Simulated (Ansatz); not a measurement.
MoS2:

```
Mo S
1.0
     3.16900    0.00000    0.00000
    -1.58450    2.74443    0.00000
     0.00000    0.00000   12.32400
Mo S
2 4
Direct
  0.66667 0.33333 0.75000
  0.33333 0.66667 0.25000
  0.66667 0.33333 0.37700
  0.33333 0.66667 0.87700
  0.66667 0.33333 0.12300
  0.33333 0.66667 0.62300
```

Base run:

- Program: Ansatz 0.2.0
- Functional: BLYP
- Potentials or basis: Ansatz PAW
- Cutoff: 420 eV
- Density cutoff: 1680 eV
- k mesh: 10 × 10 × 3
- Occupations: fermi-dirac, width 0.05 eV
- Spin: no spin polarisation

Its results: band gap on the k mesh 0.94 eV, indirect (least direct gap 1.86 eV); pressure 9.4 GPa; largest force 0.329 eV/Å.

**Question.** The run is repeated on the same cell with these changes: functional from BLYP to revPBE. What comes out?

**Answer.** Band gap on the k mesh 0.96 eV, indirect (least direct gap 1.87 eV); pressure 3.9 GPa; largest force 0.021 eV/Å.

Caveats: the potentials were made for another functional, which shifts forces and pressure; this functional lacks dispersion, which binds the layers, so the pressure and a relaxed spacing across them are unreliable; the PAW data sets come from PBE, with cores solved anew for the run's functional, which leaves a small shift of forces and pressure.

A k mesh can miss the band edges.

Not every run made on this cell is shown here.
